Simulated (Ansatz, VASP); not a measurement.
## One calculation of WSe2, two programs

File POSCAR:

```
WSe2
1.0
    3.2996674459      0.0000000000      0.0000000000
   -1.6498337230      2.8575958322      0.0000000000
    0.0000000000      0.0000000000     13.1487009329
W Se
2 4
Direct
    0.3333333333      0.6666666667      0.2500000000
    0.6666666667      0.3333333333      0.7500000000
    0.6666666667      0.3333333333      0.3766602598
    0.6666666667      0.3333333333      0.1233397402
    0.3333333333      0.6666666667      0.8766602598
    0.3333333333      0.6666666667      0.6233397402
```

INCAR.step1

```
SYSTEM = WSe2
  PREC = Accurate
  ENCUT = 520
  ISMEAR = 0
  SIGMA = 0.01
  LREAL = .False.
  LASPH = .True.
  NELM = 60
  NBANDS = 35
  GGA = PE
  ALGO = Normal
  EDIFF = 1E-4
  LWAVE = .True.
  LCHARG = .False.
```

INCAR.step2

```
SYSTEM = WSe2
  PREC = Accurate
  ENCUT = 520
  EDIFF = 1E-6
  ISMEAR = 0
  SIGMA = 0.01
  LREAL = .False.
  LASPH = .True.
  NELM = 60
  ALGO = Normal
  ISIF = 2
  LWAVE = .False.
  LCHARG = .True.
  METAGGA = R2SCAN
  LMIXTAU = .True.
  LELF = .True.
  LVHAR = .True.
  NBANDS = 35
  ISTART = 1
```

Contents of KPOINTS:

```
Automatic mesh
0
Gamma
  12 12 2
  0 0 0
```

Input for Ansatz:

```yaml
crystal:
  lattice:
    - [3.2996674459, 0.0, 0.0]
    - [-1.649833723, 2.8575958322, 0.0]
    - [0.0, 0.0, 13.1487009329]
  atoms:
    - { symbol: W, position: [0.3333333333, 0.6666666667, 0.25] }
    - { symbol: W, position: [0.6666666667, 0.3333333333, 0.75] }
    - { symbol: Se, position: [0.6666666667, 0.3333333333, 0.3766602598] }
    - { symbol: Se, position: [0.6666666667, 0.3333333333, 0.1233397402] }
    - { symbol: Se, position: [0.3333333333, 0.6666666667, 0.8766602598] }
    - { symbol: Se, position: [0.3333333333, 0.6666666667, 0.6233397402] }
kpoints:
  mp_grid: { grid: [12, 12, 2] }
  band_path:
    path:
      - [0.0, 0.0, 0.0]
      - [0.5, 0.0, 0.0]
      - [0.3333333333, 0.3333333333, 0.0]
      - [0.0, 0.0, 0.5]
      - [0.5, 0.0, 0.5]
      - [0.3333333333, 0.3333333333, 0.5]
      - [0.179687, 0.179688, 0.0]
    npoints: 1
hamiltonian:
  xc: r2scan
scf:
  occupations: { method: fixed }
  n_extra_bands: 5
output:
  forces: true
  stress: true
  eigenvalues: true
```

Alike in both runs: task single point; functional r2SCAN; k mesh 12 × 12 × 2; no spin polarisation.

|  | VASP | Ansatz |
| --- | --- | --- |
| version | VASP 6.6.1 | Ansatz 0.2.0 |
| potentials or method | VASP PAW PBE potentials, release 64 (W_sv, Se) | plane waves, PAW |
| plane-wave cutoff (eV) | 520 | 500 |
| occupations | gaussian, width 0.01 eV | fixed |
| valence electrons in the cell | 52 | 92 |

VASP gave:

| Quantity | Value |
| --- | --- |
| gap on the k mesh at the Fermi level (eV) | 1.16 |
| pressure (GPa) | 1.7 |
| largest component of the traceless stress (GPa) | 0.06 |
| rms of the force components (eV/Å) | 0.004 |

Task: Estimate Ansatz's values.

Result: gap on the k mesh at the Fermi level (eV): 1.16; pressure (GPa): 1.3; largest component of the traceless stress (GPa): 0.10; rms of the force components (eV/Å): 0.018.

Atom by atom the forces differ by 0.021 eV/Å (rms over components). The two sets of potentials don't hold the same shells in valence.

Caveats: the PAW data sets were made with another functional, which shifts forces and pressure a little (VASP); spin-orbit coupling is left out, which moves the levels of the heavy elements. A k mesh can miss the band edges. r2SCAN opens gaps a little over a GGA but as a rule still falls short of measured ones.
